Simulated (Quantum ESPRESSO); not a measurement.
SrO:

```
Sr O
1.0
     0.00000    2.56630    2.56630
     2.56630    0.00000    2.56630
     2.56630    2.56630    0.00000
Sr O
1 1
Direct
  0.50000 0.50000 0.50000
  0.00000 0.00000 0.00000
```

| Property | Result |
| --- | --- |
| Program | Quantum ESPRESSO 7.5 |
| Task | phonons |
| Functional | PBE |
| Potentials or basis | SG15 PBE 1.2 |
| Cutoff | 1197 eV |
| Density cutoff | 4789 eV |
| k mesh | 6 × 6 × 6, shifted |
| Occupations | fermi-dirac, width 0.05 eV |
| Spin | no spin polarisation |
| Mixing beta | 0.5 |
| Most SCF iterations | 120 |
| SCF threshold | 4e-10 Ry |

The first run showed a gap, so the response started from a second, tighter run with fixed occupations.

Question: How polar is the lattice: what are the Born charges, the two dielectric constants and the LO-TO splitting?

Answer: Born charges ±2.45 e; dielectric constants 3.79 (electrons alone) and 16.70 (static); transverse and longitudinal modes at 224 and 470 cm⁻¹.

Caveat: the cell is more than 3 GPa from zero pressure, which shifts response properties; before the sum rule the acoustic modes lie tens of cm⁻¹ from zero, a sign that the density grid also shifts the optical modes.
